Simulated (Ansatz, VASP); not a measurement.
# One calculation of Ag, two programs

```
Ag
1.0
    -1.70532    1.70532    1.70532
     1.70532   -1.70532    1.70532
     1.70532    1.70532   -1.70532
Ag
1
Direct
  0.00000 0.00000 0.00000
```

Change from the starting cell: strain +0.030 along x and y, +0.030 along z, atoms carried along.

Alike in both runs: task single point; functional r2SCAN; k mesh 20 × 20 × 20; occupations gaussian, width 0.15 eV; no spin polarisation.

```csv
,VASP,Ansatz
version,VASP 6.6.1,Ansatz 0.2.0
potentials or method,"VASP PAW PBE potentials, release 64 (Ag)","scalar-relativistic, plane waves, PAW"
plane-wave cutoff (eV),520,500
valence electrons in the cell,11,19
```

Ansatz gave:

| Property | Result |
| --- | --- |
| gap on the k mesh at the Fermi level (eV) | none |
| pressure (GPa) | -9.0 |

**Question.** What did VASP give for the same quantities?

**Answer.** gap on the k mesh at the Fermi level (eV): none; pressure (GPa): -8.9.

A gap of «none» marks a metal or a gap that the smearing closes. The two sets of potentials don't hold the same shells in valence.

Caveats: the PAW data sets were made with another functional, which shifts forces and pressure a little (VASP).
